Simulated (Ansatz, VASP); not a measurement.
This is a calculation of CuAu for VASP 6.6.1. 

Contents of INCAR:

```
PREC = Accurate
ENCUT = 520
EDIFF = 1E-7
ISMEAR = 0
SIGMA = 0.05
LREAL = False
LASPH = True
NELM = 60
ALGO = Fast
ISIF = 2
LWAVE = False
LCHARG = True
GGA = RP
LELF = True
LVHAR = True
NBANDS = 21
```

File KPOINTS:

```
Automatic mesh
0
Gamma
  9 9 7
```

File POSCAR:

```
CuAu
1.0
    2.8107494552      0.0000000000      0.0000000000
    0.0000000000      2.8107494552      0.0000000000
    0.0000000000      0.0000000000      3.6850000000
Au Cu
1 1
Cartesian
    0.0000000000      0.0000000000      0.0000000000
    1.4053747276      1.4053747276      1.8425000000
```

Potentials or basis: VASP PAW PBE potentials, release 64 (Au, Cu_pv).

Command:

```console
$ cat potpaw_PBE.64/Au/POTCAR potpaw_PBE.64/Cu_pv/POTCAR > POTCAR
$ mpirun -np 1 vasp_std > vasp.out
```

**Question.** Set up the same calculation for Ansatz 0.2.0. Potentials or basis there: Ansatz PAW, cutoff 420 eV.

**Answer.** As run (cutoffs and basis follow the program's own potentials, and thresholds, step limits or extra output files can differ):

The input input.yaml:

```yaml
crystal:
  lattice:
    - [2.8107494552, 0.0, 0.0]
    - [0.0, 2.8107494552, 0.0]
    - [0.0, 0.0, 3.685]
  atoms:
    - { symbol: Au, position: [0.0, 0.0, 0.0] }
    - { symbol: Cu, position: [0.5, 0.5, 0.5] }
hamiltonian:
  xc: rpbe
  pseudopotentials: { kind: paw }
kpoints:
  mp_grid: { grid: [9, 9, 7] }
scf:
  occupations: { method: gaussian, width: 0.05 }
output:
  forces: true
  stress: true
  eigenvalues: true
```

Potentials or basis: Ansatz PAW.

Command:

```bash
$ ansatz run input.yaml --threads 1 --pin off --max-ram 3584MiB --backend cpu --events-out ev --progress --plain --runs-dir out
```

Both were run:

|  | VASP | Ansatz |
| --- | --- | --- |
| Pressure | 7.7 GPa | 8.9 GPa |

Ansatz's pressure holds a Pulay term of +0.11 GPa for its cutoff of 420 eV, which the other run lacks.

The potentials hold 28 and 38 valence electrons a cell.

VASP's potentials were made for PBE. Ansatz's potentials were made for PBE.

Where Ansatz's input types no cutoff or centring, it takes its own default and a Γ-centred mesh.

Pressure is positive in compression.
